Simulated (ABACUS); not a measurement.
# Na (Im-3m) in ABACUS: settings compared, part 2 of 2

ABACUS 3.10.1. Earlier steps stand in the parts before.

## 3. Relaxation of cell and atoms, LDA-PW92

Input file INPUT:

```
INPUT_PARAMETERS
suffix              Na
calculation         cell-relax
basis_type          pw
pseudo_dir          ./
symmetry            1
dft_functional      LDA_X+LDA_C_PW
ecutwfc             89
pseudo_rcut         10
nspin               1
nbands              9
ks_solver           dav
smearing_method     fd
smearing_sigma      0.00367493
scf_thr             1e-08
scf_nmax            100
mixing_type         broyden
mixing_beta         0.7
cal_force           1
cal_stress          1
relax_nmax          60
force_thr_ev        0.01
relax_method        cg
out_stru            1
stress_thr          0.2
kpar                4
```

Input file STRU:

```
ATOMIC_SPECIES
Na 22.9898 Na.upf

LATTICE_CONSTANT
1.8897261246

LATTICE_VECTORS
-2.1410000000 2.1410000000 2.1410000000
2.1410000000 -2.1410000000 2.1410000000
2.1410000000 2.1410000000 -2.1410000000

ATOMIC_POSITIONS
Direct

Na
0.0
1
0.0000000000 0.0000000000 0.0000000000 1 1 1
```

Input file KPT:

```
K_POINTS
0
Gamma
7 7 7 0 0 0
```

Potentials or basis: PseudoDojo NC SR 0.4.1 LDA standard, plane waves.

Started as:

```console
> OMP_NUM_THREADS=1 mpirun -np 4 abacus > log
```

running log:

```text
ABACUS v3.10.1

               Atomic-orbital Based Ab-initio Computation at UStc

 ------------------------------------------------------------------------------------

 READING GENERAL INFORMATION
                           global_out_dir = OUT.Na/
                           global_in_card = INPUT
                               pseudo_dir = ./
                              orbital_dir =
                                    DSIZE = 4
                                    GSIZE = 1

 READING UNITCELL INFORMATION
                                    ntype = 1
                  lattice constant (Bohr) = 1.88973
              lattice constant (Angstrom) = 1

 READING ATOM TYPE 1
                               atom label = Na
                      L=0, number of zeta = 1
                      L=1, number of zeta = 1
                      L=2, number of zeta = 1
             number of atom for this type = 1

                        TOTAL ATOM NUMBER = 1
DIRECT COORDINATES
    atom                   x                   y                   z     mag                  vx                  vy                  vz
taud_Na1            0.0000000000        0.0000000000        0.0000000000  0.0000        0.0000000000        0.0000000000        0.0000000000

                          Volume (Bohr^3) = 264.915
                             Volume (A^3) = 39.2563

 Lattice vectors: (Cartesian coordinate: in unit of a_0)
               -2.141              +2.141              +2.141
               +2.141              -2.141              +2.141
               +2.141              +2.141              -2.141
 Reciprocal vectors: (Cartesian coordinate: in unit of 2 pi/a_0)
                   +0           +0.233536           +0.233536
            +0.233536                  +0           +0.233536
            +0.233536           +0.233536                  +0
 The esolver type has been set to : ksdft_pw

                PAO radial cut off (Bohr) = 10

 Read in pseudopotential file is Na.upf
                     pseudopotential type = NC
          exchange-correlation functional = SLAPWNOGXNOGC
                 nonlocal core correction = 0
                        valence electrons = 9
                                     lmax = 1
                           number of zeta = 3
                     number of projectors = 4
                           L of projector = 0
                           L of projector = 0
                           L of projector = 1
                           L of projector = 1
 XC functional updated to : LDA_X+LDA_C_PW
          exchange-correlation functional = LDA_X+LDA_C_PW
     initial pseudo atomic orbital number = 5
[... 60 lines left out ...]
                     BRAVAIS LATTICE NAME = 02. Cubic I (body-centered)
                                    ibrav = 2
                                    IBRAV = 2
                                  BRAVAIS = BODY CENTERED CUBIC
                       LATTICE CONSTANT A = 4.282
Original cell was already a primitive cell.
                        ROTATION MATRICES = 48
              PURE POINT GROUP OPERATIONS = 48
                   SPACE GROUP OPERATIONS = 48
                              POINT GROUP = O_h
               POINT GROUP IN SPACE GROUP = O_h

 SETUP K-POINTS
                                    nspin = 1
                   Input type of k points = Monkhorst-Pack(Gamma)
                                   nkstot = 343
                       right hand lattice = 1
(for reciprocal lattice: )
                             BRAVAIS TYPE = 3
                     BRAVAIS LATTICE NAME = 03. Cubic F (face-centered)
                                    ibrav = 3
                       right hand lattice = 1
(for k-lattice: )
                             BRAVAIS TYPE = 3
                     BRAVAIS LATTICE NAME = 03. Cubic F (face-centered)
                                    ibrav = 3
                       right hand lattice = 1
                        ROTATION MATRICES = 48
                               nkstot_ibz = 20
K-POINTS REDUCTION ACCORDING TO SYMMETRY
     IBZ    DIRECT_X    DIRECT_Y    DIRECT_Z  WEIGHT  ibz2bz
       1  0.00000000  0.00000000  0.00000000  0.0029       0
       2 -0.14285714  0.14285714  0.00000000  0.0350       1
       3 -0.28571429  0.28571429  0.00000000  0.0350       2
       4 -0.42857143  0.42857143  0.00000000  0.0350       3
       5 -0.14285714 -0.14285714  0.28571429  0.0700       8
       6 -0.14285714 -0.28571429  0.42857143  0.1399       9
[... 12 lines left out ...]
      19  0.42857143  0.42857143  0.42857143  0.0233     130
      20 -0.42857143  0.42857143  0.42857143  0.0175     172

                               nkstot now = 20
[... K-POINTS DIRECT COORDINATES: 20 rows ...]

           k-point number in this process = 5
       minimum distributed K point number = 5
[... stars of the k points ...]

[... K-POINTS CARTESIAN COORDINATES: 5 rows ...]

[... K-POINTS DIRECT COORDINATES: 5 rows ...]

 SETUP PLANE WAVES FOR WAVE FUNCTIONS
     energy cutoff for wavefunc (unit:Ry) = 89
              fft grid for wave functions = [ 45, 45, 45 ]
                    number of plane waves = 4321
                         number of sticks = 363

 PARALLEL PW FOR WAVE FUNCTIONS
     PROC   COLUMNS(POT)             PW
        1            363           4321
 --------------- sum -------------------
        1            363           4321

 SETUP NONLOCAL PSEUDOPOTENTIALS IN PLANE WAVE BASIS
 Na non-local projectors:
 projector 1 L=0
 projector 2 L=0
 projector 3 L=1
 projector 4 L=1
      TOTAL NUMBER OF NONLOCAL PROJECTORS = 8

 Init Non-Local PseudoPotential table :
 Init Non-Local-Pseudopotential done.

                                     npwx = 3781

 Make real space PAO into reciprocal space.
       max mesh points in Pseudopotential = 1001
     dq(describe PAO in reciprocal space) = 0.01
                                    max q = 1894

 number of pseudo atomic orbitals for Na is 3
WARNING: norm of atomic wavefunction # 3 of atomic type Na is 0.997231, renormalized

 -------------------------------------------
 STEP OF RELAXATION : 1
 -------------------------------------------
                                 init_chg = atomic

 PW ALGORITHM --------------- ION=   1  ELEC=   1--------------------------------
 Notice: Threshold on eigenvalues was too large.
 hsover_error=0.09 > DRHO=0.000805749
 Origin diag ethr = 0.01
 New diag ethr = 8.95277e-06
[... 434 lines left out ...]
 Largest gradient in stress is 0.000225 kbar.
 Threshold is 0.200000 kbar.

 Relaxation is converged!

 --------------------------------------------
 !FINAL_ETOT_IS -1241.2331437548809845 eV
 --------------------------------------------
```

It took 10 s on 4 MPI ranks of Intel Xeon Platinum 8488C (Sapphire Rapids), shared host; peak memory 0.36 GiB.

What came out:

- Free energy: -1241.2331 eV
- Relaxed volume: 33.28 Å³/atom
- Relaxed cell: a = 3.510 Å, b = 3.510 Å, c = 3.510 Å, α = 109.47°, β = 109.47°, γ = 109.47°
- Space group after relaxing (to 0.05 Å): Im-3m (No. 229)
- Energy gained by relaxing: 23.6 meV/atom
- Ionic steps: 4
- Pressure after relaxing: 0.0 GPa
- Band gap on the k mesh: none (metal or under the smearing width)

Step by step:
| step | energy change (eV) | largest force (eV/Å) | pressure (GPa) | volume (Å³) |
| --- | --- | --- | --- | --- |
| 1 | 0.0000 | 0.0000 | -1.12 | 39.26 |
| 2 | -0.0100 | 0.0000 | -0.90 | 37.66 |
| 3 | -0.0234 | 0.0000 | -0.12 | 33.79 |
| 4 | -0.0236 | 0.0000 | 0.00 | 33.28 |

Final structure:
```
CELL_PARAMETERS angstrom
-2.02637 2.02637 2.02637
2.02637 -2.02637 2.02637
2.02637 2.02637 -2.02637
ATOMIC_POSITIONS crystal
Na 0.00000 0.00000 0.00000
```

Levels at points of the mesh, in eV from the Fermi level:
```tsv
k point	band 3	band 4	band 5	band 6	band 7	band 8
(0.00, 0.00, 0.00)	-24.83	-24.83	-3.45	12.46	12.46	12.46
```

Caveat: the volume moved by over 15 % at a fixed basis, so the end points are rough; the volume moved by -15 % from the deposited cell, more than functionals usually miss.

## 4. Single point, TASK

Input file INPUT:

```
INPUT_PARAMETERS
suffix              Na
calculation         scf
basis_type          pw
pseudo_dir          ./
symmetry            1
dft_functional      MGGA_X_TASK+LDA_C_PW
ecutwfc             103
pseudo_rcut         10
nspin               1
nbands              15
ks_solver           dav
smearing_method     fd
smearing_sigma      0.00367493
scf_thr             1e-08
scf_nmax            100
mixing_type         broyden
mixing_beta         0.7
cal_force           1
cal_stress          1
mixing_tau          1
out_chg             1
kpar                4
```

Input file STRU:

```
ATOMIC_SPECIES
Na 22.9898 Na_ONCV_PBE-1.2.upf

LATTICE_CONSTANT
7.0077106546

LATTICE_VECTORS
-0.5773502692 0.5773502692 0.5773502692
0.5773502692 -0.5773502692 0.5773502692
0.5773502692 0.5773502692 -0.5773502692

ATOMIC_POSITIONS
Cartesian

Na
0.0
1
0.0000000000 0.0000000000 0.0000000000 1 1 1
```

Input file KPT:

```
K_POINTS
0
Gamma
6 6 6 0 0 0
```

Potentials or basis: SG15 ONCV 1.2 PBE, plane waves.

Started as:

```console
> OMP_NUM_THREADS=1 mpirun -np 4 abacus > log
```

Wall time 45 s (4 MPI ranks of Intel Xeon Platinum 8259CL at 2.50GHz (Skylake/Cascade Lake), shared host); peak memory 0.4 GiB.

Results (log left out):

```yaml
Free_energy: -1148.1661 eV
Pressure: -63.1 GPa
Band_gap_on_the_k_mesh: none (metal or under the smearing width)
```

Levels at points of the mesh, in eV from the Fermi level:
```tsv
k point	band 2	band 3	band 4	band 5	band 6	band 7	band 8
(0.00, 0.00, 0.00)	-29.92	-29.92	-29.92	-4.48	16.93	16.93	16.93
(0.50, 0.50, 0.00)	-29.96	-29.93	-29.92	0.66	2.31	11.34	13.17
(0.50, 0.50, 0.50)	-29.95	-29.95	-29.95	5.46	5.46	7.55	7.55
```

Caveat: a pressure of tens of GPa on the cell as given is suspect, and the run, the potentials or the cell itself is likely at fault; the potentials were made for another functional, which shifts forces and pressure.

## 5. The runs side by side

```tsv
task	level	potentials or basis	cell	k mesh	cutoff (eV)	max steps of the relaxation	force threshold	optimiser	stress threshold	gap on the mesh (eV)	pressure (GPa)
single point	LDA-PW92	PseudoDojo NC SR 0.4.1 LDA standard, plane waves	as given	7 × 7 × 7	1211	-	-	-	-	none	-1.1
relaxation of cell and atoms	LDA-PW92	PseudoDojo NC SR 0.4.1 LDA standard, plane waves	relaxed	7 × 7 × 7	1211	60	0.01 eV/Å	cg	0.2 kbar	none	0.0
single point	TASK	SG15 ONCV 1.2 PBE, plane waves	as given	6 × 6 × 6	1401	-	-	-	-	none	-63.1
```

Alike in all rows: no spin polarisation; smearing fermi-dirac 0.05 eV.

Caveats: the volume moved by over 15 % at a fixed basis, so the end points are rough (some runs); the volume moved by -15 % from the deposited cell, more than functionals usually miss (some runs); a pressure of tens of GPa on the cell as given is suspect, and the run, the potentials or the cell itself is likely at fault (some runs); the potentials were made for another functional, which shifts forces and pressure (some runs).

Total energies depend on the potentials used, so only differences within one code and one set of settings carry meaning.
